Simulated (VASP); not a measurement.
# ZnO (zincite) (P6_3mc) in VASP: notebook, part 2 of 2

VASP 6.6.1. Earlier steps stand in the parts before.

## 4. Phonons, r2SCAN

This run uses another cell than the first one, of 11.86 Å³/atom, 0.997 times its volume.

File POSCAR:

```
ZnO
1.0
    3.2408380724     -0.0000000000      0.0000000000
   -1.6204190362      2.8066481002     -0.0000000000
   -0.0000000000      0.0000000000      5.2174932479
  Zn              O
     2     2
Direct
     0.3333333332999970    0.6666666667000030    0.4997042149891462
     0.6666666667000030    0.3333333332999970    0.9997042149891462
     0.6666666667000030    0.3333333332999970    0.3793057850108547
     0.3333333332999970    0.6666666667000030    0.8793057850108548
```

File INCAR.step1:

```
SYSTEM = ZnO
ALGO = Normal
EDIFF = 1E-8
EDIFFG = -0.002
ENCUT = 600
IBRION = 2
ISIF = 3
ISMEAR = 0
KPAR = 2
LASPH = .True.
LCHARG = .False.
LMIXTAU = .True.
LREAL = .False.
LWAVE = .False.
METAGGA = R2SCAN
NELM = 80
NSW = 40
PREC = Accurate
SIGMA = 0.03
```

File INCAR.step2:

```
SYSTEM = ZnO
ALGO = Normal
EDIFF = 1E-8
ENCUT = 600
IBRION = 6
ISIF = 2
ISMEAR = 0
KPAR = 2
LASPH = .True.
LCHARG = .False.
LMIXTAU = .True.
LREAL = .False.
LWAVE = .False.
METAGGA = R2SCAN
NELM = 80
NFREE = 2
NSW = 1
POTIM = 0.015
PREC = Accurate
SIGMA = 0.03
```

File KPOINTS:

```
k-points
0
Gamma
  9 9 5
  0 0 0
```

Potentials or basis: VASP PAW PBE potentials, release 64 (Zn, O).

On the command line:

```console
> cat potpaw_PBE.64/Zn/POTCAR potpaw_PBE.64/O/POTCAR > POTCAR
> cp INCAR.step1 INCAR
> mpirun -np 2 vasp_std > vasp.out
> cp CONTCAR POSCAR
> cp INCAR.step2 INCAR
> mpirun -np 2 vasp_std > vasp.out
```

OUTCAR:

```text
SYSTEM = ZnO
   EDIFF = 1E-8
   ENCUT = 600
   IBRION = 6
   ISIF = 2
   ISMEAR = 0
   LASPH = .True.
   LREAL = .False.
   METAGGA = R2SCAN
   NELM = 80
   NFREE = 2
   NSW = 1
   POTIM = 0.015
   PREC = Accurate

 ion  position               nearest neighbor table
   1  0.333  0.667  0.500-   3 1.97   3 1.97   3 1.97   4 1.98
   2  0.667  0.333  0.000-   4 1.97   4 1.97   4 1.97   3 1.98
   3  0.667  0.333  0.379-   1 1.97   1 1.97   1 1.97   2 1.98
[... 1164 lines left out ...]
          X           Y           Z          XY          YZ          ZX
  --------------------------------------------------------------------------------
  x     0.00000     0.00000     0.00000    -8.48717    -0.00000     4.75215
  y    -8.48717     8.48717    -0.00000     0.00000     4.75365     0.00000
  z     4.79297     4.79297    -9.36066     0.00000     0.00000     0.00000

 Eigenvectors and eigenvalues of the dynamical matrix
 ----------------------------------------------------

   1 f  =   16.458547 THz   103.412099 2PiTHz  548.998027 cm-1    68.067050 meV
             X         Y         Z           dx          dy          dz
     -0.000000  1.870019  2.611686     0.000000   -0.000000   -0.080173
      1.619484  0.935009  0.000044     0.000000    0.000000    0.080173
      1.619484  0.935009  1.979632    -0.000000    0.000000   -0.702547
     -0.000000  1.870019  4.591274    -0.000000   -0.000000    0.702547
[... 71 lines left out ...]
  12 f/i=    0.228619 THz     1.436453 2PiTHz    7.625895 cm-1     0.945490 meV
             X         Y         Z           dx          dy          dz
     -0.000000  1.870019  2.611686    -0.639680    0.001644   -0.000000
      1.619484  0.935009  0.000044    -0.639680    0.001644   -0.000000
      1.619484  0.935009  1.979632    -0.301340    0.000774   -0.000000
     -0.000000  1.870019  4.591274    -0.301340    0.000774   -0.000000

 ELASTIC MODULI CONTR FROM IONIC RELAXATION (kBar)
 Direction    XX          YY          ZZ          XY          YZ          ZX
 --------------------------------------------------------------------------------
 XX        -809.5988    349.2486    477.9760      0.0000     -0.0000     -0.0000
 YY         349.2486   -809.5988    477.9760     -0.0000      0.0000      0.0000
 ZZ         477.9760    477.9760   -992.5536      0.0000     -0.0000     -0.0000
 XY           0.0000     -0.0000      0.0000   -579.4237     -0.0000     -0.0000
 YZ          -0.0000      0.0000     -0.0000     -0.0000   -206.1399     -0.0000
 ZX          -0.0000      0.0000     -0.0000     -0.0000     -0.0000   -206.0096
 --------------------------------------------------------------------------------
```

OUTCAR.step1:

```text
SYSTEM = ZnO
   EDIFF = 1E-8
   EDIFFG = -0.002
   ENCUT = 600
   IBRION = 2
   ISIF = 3
   ISMEAR = 0
   LASPH = .True.
   LREAL = .False.
   METAGGA = R2SCAN
[... 1018 lines left out ...]
  -------------------------------------------------------------------------------------
  Total        0.0056822      0.0056822      0.0045948      0.0000000     -0.0000000      0.0000000
  in kB        0.1918404      0.1918404      0.1551279      0.0000000     -0.0000000      0.0000000
  external PRESSURE =       0.1796029 kB  Pullay stress =       0.0000000 kB
[... 19 lines left out ...]
  FREE ENERGIE OF THE ION-ELECTRON SYSTEM (eV)
  ---------------------------------------------------
  free  energy   TOTEN  =       -36.3239316629 eV

  energy  without entropy=      -36.3239316629  energy(sigma->0) =      -36.32393166

 reached required accuracy - stopping structural energy minimisation
```

It took 67 min on 2 MPI ranks of Intel Xeon Platinum 8375C at 2.90GHz (Ice Lake), shared host; peak memory 0.49 GiB.

What came out:

* Highest phonon frequency at Γ, LO-TO splitting left out: 549 cm⁻¹

Phonon frequencies in cm⁻¹ (negative: imaginary):
```
              q point                                 frequencies
(0.000, 0.000, 0.000)  -8 -8 -5 50 50 255 378 399 399 433 433 549
```

Caveat: the PAW data sets were made with another functional, which shifts forces and pressure a little.

## 5. Phonons, PBE

This run uses another cell than the first one, of 12.39 Å³/atom, 1.042 times its volume.

File POSCAR:

```
ZnO
1.0
    3.2865007063      0.0000000000      0.0000000000
   -1.6432503531      2.8461931011     -0.0000000000
    0.0000000000      0.0000000000      5.3003898500
  Zn              O
     2     2
Direct
     0.3333333332999970    0.6666666667000030    0.4998270069671076
     0.6666666667000030    0.3333333332999970    0.9998270069671076
     0.6666666667000030    0.3333333332999970    0.3791829930328934
     0.3333333332999970    0.6666666667000030    0.8791829930328934
```

File INCAR.step1:

```
  PREC = Accurate
  ENCUT = 600
  EDIFF = 1E-8
  ISMEAR = 0
  SIGMA = 0.03
  LREAL = F
  LASPH = T
  NELM = 80
  ALGO = Normal
  ISIF = 3
  LWAVE = F
  LCHARG = F
  GGA = PE
  KPAR = 2
  IBRION = 2
  NSW = 40
  EDIFFG = -0.002
```

File INCAR.step2:

```
  PREC = Accurate
  ENCUT = 600
  EDIFF = 1E-8
  ISMEAR = 0
  SIGMA = 0.03
  LREAL = F
  LASPH = T
  NELM = 80
  ALGO = Normal
  ISIF = 2
  LWAVE = F
  LCHARG = F
  GGA = PE
  KPAR = 2
  IBRION = 6
  NFREE = 2
  POTIM = 0.015
  NSW = 1
```

File KPOINTS:

```
regular mesh
0
Gamma
  9 9 5
```

Potentials or basis: VASP PAW PBE potentials, release 64 (Zn, O).

On the command line:

```console
> cat potpaw_PBE.64/Zn/POTCAR potpaw_PBE.64/O/POTCAR > POTCAR
> cp INCAR.step1 INCAR
> mpirun -np 2 vasp_std > vasp.out
> cp CONTCAR POSCAR
> cp INCAR.step2 INCAR
> mpirun -np 2 vasp_std > vasp.out
```

OUTCAR:

```text
PREC = Accurate
   ENCUT = 600
   EDIFF = 1E-8
   ISMEAR = 0
   LREAL = F
   LASPH = T
   NELM = 80
   ISIF = 2
   GGA = PE
   IBRION = 6
   NFREE = 2
   POTIM = 0.015
   NSW = 1

 ion  position               nearest neighbor table
   1  0.333  0.667  0.500-   3 2.00   3 2.00   3 2.00   4 2.01
   2  0.667  0.333  1.000-   4 2.00   4 2.00   4 2.00   3 2.01
   3  0.667  0.333  0.379-   1 2.00   1 2.00   1 2.00   2 2.01
   4  0.333  0.667  0.879-   2 2.00   2 2.00   2 2.00   1 2.01

  LATTYP: Found a hexagonal cell.
 ALAT       =     3.2858172143
 C/A-ratio  =     1.6134444391

  Lattice vectors:

 A1 = (   3.2858172143,  -0.0000000000,   0.0000000000)
 A2 = (  -1.6429086071,   2.8456011797,   0.0000000000)
 A3 = (   0.0000000000,   0.0000000000,   5.3014835125)

Analysis of symmetry for initial positions (statically):
=====================================================================
 Subroutine PRICEL returns:
[... 1133 lines left out ...]
  ---------------------------------------------------
  free  energy   TOTEN  =       -17.8644425832 eV

  energy  without entropy=      -17.8644425832  energy(sigma->0) =      -17.86444258

 INTERNAL STRAIN TENSORS FROM DISPLACED ATOMS
 ============================================

 INTERNAL STRAIN TENSOR FOR ION    1 for displacements in x,y,z  (eV/Angst):
          X           Y           Z          XY          YZ          ZX
  --------------------------------------------------------------------------------
  x    -0.00000     0.00000     0.00000    -6.05588    -0.00000    -3.80403
  y    -6.05588     6.05588     0.00000     0.00000    -3.80404    -0.00000
  z    -3.78564    -3.78564     7.55208    -0.00000     0.00000     0.00000

 INTERNAL STRAIN TENSOR FOR ION    4 for displacements in x,y,z  (eV/Angst):
          X           Y           Z          XY          YZ          ZX
  --------------------------------------------------------------------------------
  x    -0.00000     0.00000     0.00000    -7.05319     0.00000     3.80509
  y    -7.05319     7.05319     0.00000     0.00000     3.80510     0.00000
  z     3.85240     3.85240    -7.45580     0.00000    -0.00000     0.00000

 Eigenvectors and eigenvalues of the dynamical matrix
 ----------------------------------------------------

   1 f  =   15.310351 THz    96.197771 2PiTHz  510.698330 cm-1    63.318495 meV
             X         Y         Z           dx          dy          dz
     -0.000000  1.897067  2.650207    -0.000000   -0.000000   -0.079503
      1.642909  0.948534  5.300948     0.000000    0.000000    0.079503
      1.642909  0.948534  2.009850     0.000000    0.000000   -0.702623
     -0.000000  1.897067  4.660592    -0.000000   -0.000000    0.702623
[... 71 lines left out ...]
  12 f/i=    0.008713 THz     0.054745 2PiTHz    0.290630 cm-1     0.036034 meV
             X         Y         Z           dx          dy          dz
     -0.000000  1.897067  2.650207     0.317936    0.548007   -0.000000
      1.642909  0.948534  5.300948     0.317936    0.548007   -0.000000
      1.642909  0.948534  2.009850     0.157580    0.271612   -0.000000
     -0.000000  1.897067  4.660592     0.157580    0.271612   -0.000000

 ELASTIC MODULI CONTR FROM IONIC RELAXATION (kBar)
 Direction    XX          YY          ZZ          XY          YZ          ZX
 --------------------------------------------------------------------------------
 XX        -569.9704    243.3156    320.9246     -0.0000     -0.0000     -0.0000
 YY         243.3156   -569.9704    320.9246     -0.0000      0.0000      0.0000
 ZZ         320.9246    320.9246   -630.5897      0.0000      0.0000      0.0000
 XY          -0.0000     -0.0000      0.0000   -406.6430     -0.0000     -0.0000
 YZ           0.0000      0.0000      0.0000     -0.0000   -144.6299     -0.0000
 ZX          -0.0000      0.0000      0.0000     -0.0000     -0.0000   -144.6291
 --------------------------------------------------------------------------------
```

OUTCAR.step1:

```text
PREC = Accurate
   ENCUT = 600
   EDIFF = 1E-8
   ISMEAR = 0
   LREAL = F
   LASPH = T
   NELM = 80
   ISIF = 3
[... 943 lines left out ...]
  -------------------------------------------------------------------------------------
  Total        0.0021522      0.0021522      0.0069228      0.0000000      0.0000000      0.0000000
  in kB        0.0695641      0.0695641      0.2237569      0.0000000      0.0000000      0.0000000
  external PRESSURE =       0.1209617 kB  Pullay stress =       0.0000000 kB
[... 19 lines left out ...]
  FREE ENERGIE OF THE ION-ELECTRON SYSTEM (eV)
  ---------------------------------------------------
  free  energy   TOTEN  =       -17.8656482055 eV

  energy  without entropy=      -17.8656482055  energy(sigma->0) =      -17.86564821

 reached required accuracy - stopping structural energy minimisation
```

OSZICAR.step1:

```text
N       E                     dE             d eps       ncg     rms          rms(c)
DAV:   1     0.309021700442E+03    0.30902E+03   -0.20484E+04  1584   0.257E+03
DAV:   2     0.135087135088E+02   -0.29551E+03   -0.28448E+03  1722   0.468E+02
[... 39 lines left out ...]
DAV:   1    -0.178656548019E+02   -0.88117E-05   -0.60371E-04  1584   0.246E-01    0.198E-02
DAV:   2    -0.178656498586E+02    0.49433E-05   -0.29039E-05  2150   0.908E-02    0.922E-03
DAV:   3    -0.178656486480E+02    0.12106E-05   -0.10324E-06  2268   0.208E-02    0.480E-03
DAV:   4    -0.178656481811E+02    0.46689E-06   -0.66862E-07  2172   0.108E-02    0.720E-04
DAV:   5    -0.178656481862E+02   -0.51332E-08   -0.10617E-07  1620   0.340E-03    0.374E-04
DAV:   6    -0.178656482047E+02   -0.18441E-07   -0.40410E-09   798   0.251E-03    0.155E-04
DAV:   7    -0.178656482055E+02   -0.80217E-09   -0.15257E-09   792   0.825E-04
   4 F= -.17865648E+02 E0= -.17865648E+02  d E =-.221419E-05
```

Run time: 4.2 min. Hardware: 2 MPI ranks of Intel Xeon 6975P-C (Granite Rapids), shared host; peak memory 0.46 GiB.

Results:

```yaml
Highest_phonon_frequency_at_Γ_LO-TO_splitting_left_out: 511 cm⁻¹
```

Phonon frequencies in cm⁻¹ (negative: imaginary):
```csv
q point,frequencies
"(0.000, 0.000, 0.000)",0 0 0 90 90 246 349 370 370 400 400 511
```

## 6. Overview

| task | level | cell | cutoff (eV) | by perturbation theory | gap on the mesh (eV) |
| --- | --- | --- | --- | --- | --- |
| band structure | PBE | P6_3mc, 11.9 Å³/atom | 520 | - | 0.79 |
| band structure | TB-mBJ | P6_3mc, 11.9 Å³/atom | 520 | - | 2.58 |
| phonons | r2SCAN | P6_3mc, 11.86 Å³/atom | 600 | no | - |
| phonons | PBE | P6_3mc, 12.39 Å³/atom | 600 | no | - |

Alike in all rows: potentials or basis VASP PAW PBE potentials, release 64 (Zn, O); no spin polarisation; k mesh 9 × 9 × 5; smearing gaussian 0.03 eV.

Caveats: the PAW data sets were made with another functional, which shifts forces and pressure a little (some runs).

Absolute energies hang on the potentials; compare differences alone.

## 7. Against experiment

Step 2. A measured gap of ZnO is 3.37 eV (quoted in “Electronic structure of alkaline earth and post-transition metal oxides”, 2009, arxiv:0908.1581); the calculated 0.79 eV misses it by -2.58 eV. So large a miss can be the level of theory's own, or it may mean another phase, state or a wrong row. The value is that of PBE, without temperature or zero-point motion. Semilocal functionals fall short of measured gaps as a rule.

Step 3. Against the measured gap of ZnO, 3.37 eV (quoted in “Electronic structure of alkaline earth and post-transition metal oxides”, 2009, arxiv:0908.1581), the calculated 2.58 eV is off by -0.79 eV. The value is that of TB-mBJ, without temperature or zero-point motion.
